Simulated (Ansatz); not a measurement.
CaO built on the rocksalt prototype, relaxed with r2SCAN in the plane-wave code Ansatz. The symmetry is Fm-3m (No. 225, cubic); conventional cell a = 4.795 Å, 13.78 Å³ an atom. Ca has 6 O at 2.40 Å; O has 6 Ca at 2.40 Å.

The axes x, y and z are those of this cell:
```yaml
crystal:
  lattice:
    - [0.00000, 2.39755, 2.39755]
    - [2.39755, 0.00000, 2.39755]
    - [2.39755, 2.39755, 0.00000]
  atoms:
    - { symbol: Ca, position: [0.00000, 0.00000, 0.00000] }
    - { symbol: O, position: [0.50000, 0.50000, 0.50000] }
```

Unstrained: With PBE the valence top lies at Γ and the conduction bottom at X, 3.653 eV higher; the smallest vertical gap, at X, is 4.025 eV. With r2SCAN the valence top lies at Γ and the conduction bottom at X, 4.199 eV higher; the smallest vertical gap, at X, is 4.574 eV. The HSE06 gap is indirect, 5.312 eV (Γ to X), below the direct gap of 5.733 eV at X. Meshes: PBE 10×10×10, r2SCAN 10×10×10, HSE06 6×6×6. Strains are changes of length per length. After each strain the atoms were relaxed again with r2SCAN within the symmetry that the strain leaves, so tilts or polar shifts that break it weren't tested; points keep the names that they have in the unstrained zone. Spin-unpolarised throughout; all numbers are computed.

(1) One strain changed the r2SCAN stress by xx -0.43, yy -0.43, zz -0.43, xy -0.20, xz -0.20, yz -0.20 GPa (compression positive) and the gap by -0.003 eV (PBE), -0.003 eV (r2SCAN), -0.004 eV (HSE06). Which kind of strain was it, and roughly how large?

(2) Estimate what epitaxial -4.87 % in the plane normal to [111], free normal strain +2.80 % does to the gap.

(3) Apply biaxial -5.82 % in x and y, z held. How far does the gap move, against the unstrained cell?

Answers

(1) Uniaxial +0.37 % along [111], other directions held. The pattern of the stress gives the kind; the size needs the stiffness, so it is an estimate.

(2) PBE: the gap goes from 3.653 to 3.469 eV (-0.184 eV); with r2SCAN the top three valence levels at Γ, degenerate before, become 2+1 from the top over 292 meV. r2SCAN: the gap goes from 4.199 to 4.013 eV (-0.186 eV). HSE06: the gap goes from 5.312 to 5.138 eV (-0.174 eV). The r2SCAN energy rises by 55.8 meV an atom.

(3) PBE: the gap goes from 3.653 to 3.460 eV (-0.193 eV); with r2SCAN the top three valence levels at Γ, degenerate before, become 2+1 from the top over 214 meV. r2SCAN: the gap goes from 4.199 to 4.007 eV (-0.192 eV). HSE06: the gap goes from 5.312 to 5.154 eV (-0.158 eV). The r2SCAN energy rises by 106.5 meV an atom.

The meshes of the hybrids are coarse, so their gaps aren't converged to the digits shown.

The splittings at Γ are without spin-orbit coupling, which regroups them where it is of like size or larger.
